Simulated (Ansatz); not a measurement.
# CsPbCl3 (model cell, started as cubic perovskite with Pb in the octahedra): a soft mode frozen in, part 2 of 2

Wanted: the energy along a soft mode of CsPbCl3 (model cell, started as cubic perovskite with Pb in the octahedra) and the structure at the end.

Ansatz 0.2.0; DFT LDA, scalar-relativistic, plane waves, PAW; PAW set soft_1.

So far, highest frequency on the path or at a solved wavevector (cm⁻¹): step 2 (the dispersion) 280. Also lowest frequency on the path (cm⁻¹): step 2 -55.8.

## Step 6: Relaxation from the frozen mode

Starting from the lowest point found, all atoms and the cell are let go, so that strain and other modes of the same symmetry can join in.

The input, input.yaml:

```yaml
crystal:
  lattice:
    - [5.5203976441, 5.5203976441, 0.0]
    - [5.5203976441, 0.0, 5.5203976441]
    - [5.5203976441, 0.0, -5.5203976441]
  atoms:
    - { symbol: Cs, position: [0.0, 0.0, 0.0] }
    - { symbol: Cs, position: [0.0, 0.5, 0.5] }
    - { symbol: Pb, position: [0.5, 0.25, 0.75] }
    - { symbol: Pb, position: [0.5, 0.75, 0.25] }
    - { symbol: Cl, position: [0.5576404223, 0.0, 0.0] }
    - { symbol: Cl, position: [0.4423595777, 0.5, 0.5] }
    - { symbol: Cl, position: [0.0, 0.4423595777, 0.0] }
    - { symbol: Cl, position: [0.0, 0.0576404223, 0.5] }
    - { symbol: Cl, position: [0.5576404223, -0.0576404223, 0.5] }
    - { symbol: Cl, position: [0.4423595777, 0.5576404223, 0.0] }
kpoints:
  mp_grid: { grid: [8, 8, 8] }
hamiltonian:
  xc: lda
  pseudopotentials: { kind: paw, azcp: { folder: soft_1 }, xc_functional: pbe }
scf:
  occupations: { method: fixed }
output:
  forces: true
  stress: true
  eigenvalues: true
relax:
  adjacent_minimum: "off"
  f_tol: 0.002
  max_steps: 120
  cell: { stress_tol: 0.03 }
```

Command:

```sh
ansatz run input.yaml --threads 4 --pin off --max-ram 16384MiB --backend cpu --events-out ev --progress --plain --runs-dir out
```

Numbers of over 12 decimals in the logs are rounded to 6 here.

Log:

```text
[...]
Crystal: 10 atoms, lattice volume = 336.466 Å³
Basis set: ecut = 420 eV, 6615 PW (Γ)
Bands: 54, of which v1, the nominal top of the filled ones, is band 44 counted from 1 (43 counted from 0)
Symmetry: 12 space group operations
[...]
k-points: 65 of 512
[...]
SCF iter   1: F=—  HF=-40500.065572 eV  |F-HF|=—  |Δ(HF+E_count)|=         —  Δρ=2.52e-2  dr2=5.15e0  ethr=3.10e-3  ⟨swp⟩=6.1  Hψ=13779  notcnv=0  defer=453
[...]
SCF iter   8: F=-40497.501163 eV  HF=-40497.501163 eV  |F-HF|=2.55e-10  |Δ(HF+E_count)|=   1.47e-8  Δρ=1.20e-6  dr2=4.29e-9  ethr=9.02e-11  ⟨swp⟩=3.0  Hψ=13493  notcnv=0
SCF 1 converged in 8 iterations: F = -40497.501163 eV  dr2 = 4.29e-9
[...]
relax step   1: F+E_penalty+E_count = -40497.50116284 eV  Δ(F+E_penalty+E_count) = +0.000e0 eV  max|allowed force component| = 2.550e-2 eV/Å  Δτ_max = 0.0000 Å  P = -0.474 GPa  Ω = 336.466 Å³  (8 SCF iters, dr2 threshold 1.00e-7 eV, accepted)
Crystal: 10 atoms, lattice volume = 331.924 Å³
Basis set: ecut = 420 eV, 6465 PW (Γ)
[...]
iter 1 solved again at ethr=1.79e-6 eV; its pass at ethr=3.10e-3 eV (dr2=1.58e-3 eV) is discarded
[...]
SCF iter   5: F=-40497.521431 eV  HF=-40497.521431 eV  |F-HF|=2.34e-8  |Δ(HF+E_count)|=   3.73e-8  Δρ=4.10e-6  dr2=4.44e-8  ethr=1.14e-9  ⟨swp⟩=16.5  Hψ=23056  notcnv=0
SCF 2 converged in 5 iterations: F = -40497.521431 eV  dr2 = 4.44e-8
[...]
relax step   2: F+E_penalty+E_count = -40497.52143093 eV  Δ(F+E_penalty+E_count) = -2.027e-2 eV  max|allowed force component| = 2.593e-2 eV/Å  Δτ_max = 0.0217 Å  P = -0.142 GPa  Ω = 331.924 Å³  energy of the carried Pulay correction = +2.770e-4 eV  (5 SCF iters, dr2 threshold 1.00e-6 eV, accepted)
Crystal: 10 atoms, lattice volume = 325.050 Å³
Basis set: ecut = 420 eV, 6387 PW (Γ)
[...]
SCF iter   6: F=-40497.547828 eV  HF=-40497.547828 eV  |F-HF|=8.33e-9  |Δ(HF+E_count)|=   1.59e-7  Δρ=2.19e-6  dr2=1.59e-8  ethr=4.68e-10  ⟨swp⟩=17.2  Hψ=22231  notcnv=0
SCF 3 converged in 6 iterations: F = -40497.547828 eV  dr2 = 1.59e-8
relax step   3: F+E_penalty+E_count = -40497.54782843 eV  Δ(F+E_penalty+E_count) = -2.640e-2 eV  max|allowed force component| = 4.729e-3 eV/Å  Δτ_max = 0.0814 Å  P = +0.229 GPa  Ω = 325.050 Å³  energy of the carried Pulay correction = +7.051e-4 eV  (6 SCF iters, dr2 threshold 4.12e-7 eV, accepted)
[...]
relax step   4: F+E_penalty+E_count = -40497.55125910 eV  Δ(F+E_penalty+E_count) = -3.431e-3 eV  max|allowed force component| = 7.499e-3 eV/Å  Δτ_max = 0.0101 Å  P = -0.096 GPa  Ω = 326.953 Å³  energy of the carried Pulay correction = +5.855e-4 eV  (5 SCF iters, dr2 threshold 2.49e-7 eV, accepted)
[...]
relax step   5: F+E_penalty+E_count = -40497.55242588 eV  Δ(F+E_penalty+E_count) = -1.167e-3 eV  max|allowed force component| = 2.581e-4 eV/Å  Δτ_max = 0.0081 Å  P = -0.009 GPa  Ω = 326.151 Å³  energy of the carried Pulay correction = +6.358e-4 eV  (5 SCF iters, dr2 threshold 5.03e-8 eV, accepted)
[...]
SCF iter   5: F=-40497.551936 eV  HF=-40497.551936 eV  |F-HF|=7.28e-12  |Δ(HF+E_count)|=  7.28e-12  Δρ=5.34e-8  dr2=9.98e-12  ethr=1.00e-12  ⟨swp⟩=18.5  Hψ=24221  notcnv=0
SCF 6 converged in 5 iterations: F = -40497.551936 eV  dr2 = 9.98e-12
relax step   6: F+E_penalty+E_count = -40497.55193571 eV  Δ(F+E_penalty+E_count) = +4.902e-4 eV  max|allowed force component| = 2.593e-4 eV/Å  Δτ_max = 0.0000 Å  P = -0.010 GPa  Ω = 326.151 Å³  stress off target by 1.14e-2 GPa  SCF on the basis re-selected at this cell (its energy is not comparable with the rows above)  (5 SCF iters)
basis re-selected at this cell: Δ(F+E_penalty+E_count) = +4.902e-4 eV, ΔP = -0.001 GPa vs the last step (what re-selecting the basis moved, of the pressure what is left beyond the Pulay correction that the steps carried, after the strain that the cell walked since its last selection, with what the two solves' SCF thresholds leave and, on support functions, any second-order correction that the steps lacked; it is no m [...]
SCF converged after 5 iterations
Free energy (F): -40497.551936 eV
[...]
Internal energy: -40497.551936 eV  (E = F + TS)
E sigma→0 (E₀):  -40497.551936 eV
Fermi energy:    4.291282 eV
[...]
--- Forces (eV/Å), atoms counted from 1 ---
  atom   1  Cs    -0.00000000     0.00000000    -0.00000000
  atom   2  Cs     0.00000000    -0.00000000    -0.00000000
  atom   3  Pb    -0.00000000     0.00000000    -0.00000000
  atom   4  Pb     0.00000000     0.00000000     0.00000000
  atom   5  Cl     0.00025930     0.00025930     0.00000000
  atom   6  Cl    -0.00025930    -0.00025930    -0.00000000
  atom   7  Cl    -0.00025930    -0.00000000    -0.00025930
  atom   8  Cl     0.00025930     0.00000000     0.00025930
  atom   9  Cl    -0.00000000     0.00025930    -0.00025930
  atom  10  Cl     0.00000000    -0.00025930     0.00025930
  max |Σ_I F_I| component: 4.07e-18 eV/Å
--- Stress (GPa, compression-positive) ---
       -0.009865      -0.001536      -0.001536
       -0.001536      -0.009865       0.001536
       -0.001536       0.001536      -0.009865
  P = ⅓ Tr σ = -0.0099 GPa (-0.099 kbar)
--- Band table (eV; the first three rows and the last of 65) ---
  k-point 0: bands = [... 40 lower, 2.1310, 2.1310, 2.2476, 4.2913, 6.1212, 6.4306, 6.4306, 7.9057, ... 6 higher]
  k-point 1: bands = [... 40 lower, 2.0852, 2.0852, 2.2728, 4.0724, 6.3458, 6.5928, 6.5928, 8.0198, ... 6 higher]
  k-point 2: bands = [... 40 lower, 1.9747, 1.9747, 2.3121, 3.5942, 6.8528, 7.0299, 7.0299, 8.2594, ... 6 higher]
  k-point 64: bands = [... 40 lower, 1.9615, 2.1496, 2.8432, 3.0227, 7.0208, 7.2138, 7.5069, 8.7153, ... 6 higher]
--- Relaxed structure (5 steps of the walk, 5 accepted, 1 SCFs on fresh bases) ---
  F+E_penalty+E_count = -40497.55193571 eV   max|allowed force component| = 2.593e-4 eV/Å   (the final SCF, on the basis selected at the relaxed cell)
  cell:  # Å, volume = 326.1512 Å³
    - [5.589444, 5.589444, 1.3877787807814457e-17]
    - [5.589444, 0.0, 5.589444]
    - [5.342997, 0.246447, -5.342997]
  atoms:
    - { symbol: Cs, position: [-1.8854331747251776e-19, 1.256955449816788e-19, 0] }
    - { symbol: Cs, position: [4.662069341687669e-18, 0.500000, 0.500000] }
    - { symbol: Pb, position: [0.5, 0.250000, 0.750000] }
    - { symbol: Pb, position: [0.5, 0.750000, 0.250000] }
    - { symbol: Cl, position: [0.573172, 6.782779935615845e-19, -7.438751602874423e-19] }
    - { symbol: Cl, position: [0.426828, 0.500000, 0.500000] }
    - { symbol: Cl, position: [0.0, 0.426828, 0.0] }
    - { symbol: Cl, position: [1.734723475976807e-18, 0.073172, 0.5] }
    - { symbol: Cl, position: [0.573172, -0.073172, 0.5] }
    - { symbol: Cl, position: [0.426828, 0.573172, -5.551115123125783e-17] }
```

Wall time 1.9 min (4 threads of Intel Xeon Platinum 8259CL at 2.50GHz (Skylake/Cascade Lake), shared host); peak memory 1.4 GiB.

Step by step:

| step | energy less that of the first step (eV) | largest force component (eV/Å) | pressure (GPa) | volume (Å³) |
| --- | --- | --- | --- | --- |
| 1 | 0.0000 | 0.0255 | -0.47 | 336.47 |
| 2 | -0.0203 | 0.0259 | -0.14 | 331.92 |
| 3 | -0.0467 | 0.0047 | 0.23 | 325.05 |
| 4 | -0.0501 | 0.0075 | -0.10 | 326.95 |
| 5 | -0.0513 | 0.0003 | -0.01 | 326.15 |
| 6* | -0.0508 | 0.0003 | -0.01 | 326.15 |

Relaxation steps marked * repeat the geometry before them on a plane-wave basis chosen anew for their cell, so energy and pressure can jump there.

Forces are held to the 12 operations that the run works with; a distortion that breaks them can't arise in this run.

| conventional cell, symmetrised | before | after | change |
| --- | --- | --- | --- |
| a (Å) | 7.807 | 7.905 | +1.3 % |
| b (Å) | 7.807 | 7.905 | +1.3 % |
| c (Å) | 19.123 | 18.082 | -5.4 % |
| volume (Å³/atom) | 33.65 | 32.62 | -3.1 % |

The atoms that moved most (Å, as changes of fractional coordinates times the final cell):

| atom | dx | dy | dz | length |
| --- | --- | --- | --- | --- |
| Cl5 | 0.087 | 0.087 | 0.000 | 0.123 |
| Cl10 | 0.000 | -0.087 | 0.087 | 0.123 |
| Cl8 | 0.087 | 0.000 | 0.087 | 0.123 |
| Cl9 | 0.000 | 0.087 | -0.087 | 0.123 |
| Cl7 | -0.087 | 0.000 | -0.087 | 0.123 |
| Cl6 | -0.087 | -0.087 | 0.000 | 0.123 |

Final coordinates:

```cif
data_structure
_symmetry_space_group_name_H-M 'P 1'
_symmetry_Int_Tables_number 1
_cell_length_a 7.9047
_cell_length_b 7.9047
_cell_length_c 7.5602
_cell_angle_alpha 90.000
_cell_angle_beta 58.481
_cell_angle_gamma 60.000
_cell_volume 326.15
loop_
_atom_site_label
_atom_site_type_symbol
_atom_site_fract_x
_atom_site_fract_y
_atom_site_fract_z
_atom_site_occupancy
Cs1 Cs 0.00000 0.00000 0.00000 1
Cs2 Cs 0.00000 0.50000 0.50000 1
Pb3 Pb 0.50000 0.25000 0.75000 1
Pb4 Pb 0.50000 0.75000 0.25000 1
Cl5 Cl 0.57317 0.00000 0.00000 1
Cl6 Cl 0.42683 0.50000 0.50000 1
Cl7 Cl 0.00000 0.42683 0.00000 1
Cl8 Cl 0.00000 0.07317 0.50000 1
Cl9 Cl 0.57317 0.92683 0.50000 1
Cl10 Cl 0.42683 0.57317 0.00000 1
```

Numbers from this step:

- pressure: -0.009865 GPa
- gap on the k-mesh: 1.830 eV
- volume per atom: 32.62 Å³

The distorted start has space group R-3c; the relaxation ends in R-3c.

## Step 7: The new phase in its own primitive cell

The relaxed structure is symmetrised, reduced to its primitive cell and relaxed tightly, as its phonons need.

The input, input.yaml:

```yaml
crystal:
  lattice:
    - [3.9523340399, 2.2818811219, 6.0272756035]
    - [-3.9523340399, 2.2818811219, 6.0272756035]
    - [0.0, -4.5637622437, 6.0272756035]
  atoms:
    - { symbol: Cs, position: [0.75, 0.75, 0.75] }
    - { symbol: Cs, position: [0.25, 0.25, 0.25] }
    - { symbol: Pb, position: [0.5, 0.5, 0.5] }
    - { symbol: Pb, position: [0.0, 0.0, 0.0] }
    - { symbol: Cl, position: [0.3231721156, 0.75, 0.1768278844] }
    - { symbol: Cl, position: [0.6768278844, 0.25, 0.8231721156] }
    - { symbol: Cl, position: [0.1768278844, 0.3231721156, 0.75] }
    - { symbol: Cl, position: [0.8231721156, 0.6768278844, 0.25] }
    - { symbol: Cl, position: [0.25, 0.8231721156, 0.6768278844] }
    - { symbol: Cl, position: [0.75, 0.1768278844, 0.3231721156] }
kpoints:
  mp_grid: { grid: [6, 6, 6] }
hamiltonian:
  xc: lda
  pseudopotentials: { kind: paw, azcp: { folder: soft_1 }, xc_functional: pbe }
scf:
  occupations: { method: fixed }
output:
  forces: true
  stress: true
  eigenvalues: true
relax:
  adjacent_minimum: "off"
  f_tol: 0.001
  max_steps: 60
  cell: { stress_tol: 0.01 }
```

Log:

```text
[...]
Crystal: 10 atoms, lattice volume = 326.151 Å³
Basis set: ecut = 420 eV, 6405 PW (Γ)
Bands: 54, of which v1, the nominal top of the filled ones, is band 44 counted from 1 (43 counted from 0)
Symmetry: 12 space group operations
[...]
k-points: 32 of 216
[...]
- { symbol: Pb, position: [0.500000, 0.500000, 0.500000] }
    - { symbol: Pb, position: [0, 0, 0] }
    - { symbol: Cl, position: [0.323191, 0.750000, 0.176809] }
    - { symbol: Cl, position: [0.676809, 0.250000, 0.823191] }
    - { symbol: Cl, position: [0.176809, 0.323191, 0.75] }
    - { symbol: Cl, position: [0.823191, 0.676809, 0.250000] }
    - { symbol: Cl, position: [0.250000, 0.823191, 0.676809] }
    - { symbol: Cl, position: [0.750000, 0.176809, 0.323191] }
[key lines of the parts left out:]
SCF converged after 5 iterations
Free energy (F): -40497.551932 eV
Fermi energy:    4.295361 eV
P = ⅓ Tr σ = -0.0010 GPa (-0.010 kbar)
```

Run time: 27 s. Hardware: 4 threads; peak memory 1.1 GiB; 1.7 min of CPU time.

Little changed from the start: no atom moved by 0.005 Å and no cell edge by 0.1 %.

Numbers from this step:

```
pressure           : -0.001019 GPa
gap on the k-mesh  : 1.829 eV
volume per atom    : 32.61 Å³
direct gap on mesh : 1.829 eV
```

The largest force component left is 0.37 meV/Å and the pressure is -0.001 GPa, within the tolerances set. The cell now holds 32.61 Å³/atom.

## Step 8: Outcome

| Item | Value |
| --- | --- |
| unstable mode of the parent | q = (-0.5, -0.5, -0.5), 56i cm⁻¹ |
| depth at the lowest point sampled | 14.8 meV/atom |
| largest atomic shift at that point | 0.45 Å |
| space group reached (within 0.01 Å) | R-3c |
| energy gained over the parent (first relaxation, on the mesh of the frozen mode) | 19.9 meV/atom |
| volume per atom, phase reached | 32.6 Å³ |
| gap on the k-mesh, phase reached | 1.83 eV |

Along this mode the structure falls into R-3c, 19.9 meV/atom below the parent. At the parent's cell the well is 14.79 meV/atom deep on the steps tried, with its lowest point at a shift of 0.45 Å. Relaxing atoms and cell changes the gain by +5.08 meV/atom against the lowest step (energies at zero smearing). The modes of the phase reached were not computed on this path. Of the 4 patterns followed to their end from this parent, this one ends 3.76 meV/atom above the lowest, I4/mcm. Each path keeps the symmetry of its pattern, so a lower phase may lie along a pattern not tried. Spin-orbit coupling is left out, which can matter for the heavy elements here. The PAW files were made for PBE and serve the other functionals too. The starting cell was built on a prototype and not taken from a measurement, so the phase need not exist.

[Logs are printed without paths, hosts, clocks, repeated set-up lines and the standing remarks that a program may print on its own settings, such as how far it seeks lower states.]

[Hosts, paths, dates, database ids (printed as entryN), source tags and the programs' standing remarks are cut or masked in the printed files.]
